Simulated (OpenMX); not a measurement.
Crystal: W.

```xyz
1
Lattice="-1.5823 1.5823 1.5823 1.5823 -1.5823 1.5823 1.5823 1.5823 -1.5823" Properties=species:S:1:pos:R:3 pbc="T T T"
W     0.0000    0.0000    0.0000
```

Base run:

* Program: OpenMX 3.8.5
* Functional: PBE
* Potentials or basis: OpenMX 2013 PBE set, W7.0-s3p2d2f1, grid cutoff 400 Ry
* k mesh: 13 × 13 × 13
* Occupations: fermi-dirac, width 0.05 eV
* Spin: no spin polarisation

Its results: pressure 6.2 GPa.

Task: The run is repeated on the same cell with these changes: functional from PBE to LDA; potentials or basis from OpenMX 2013 PBE set, W7.0-s3p2d2f1, grid cutoff 400 Ry to OpenMX 2013 LDA set, W7.0-s3p2d2f1, grid cutoff 400 Ry. What comes out?

Result: Pressure -9.5 GPa.

Caveats: the basis of atomic orbitals isn't converged, which shifts pressures, moduli and gaps.
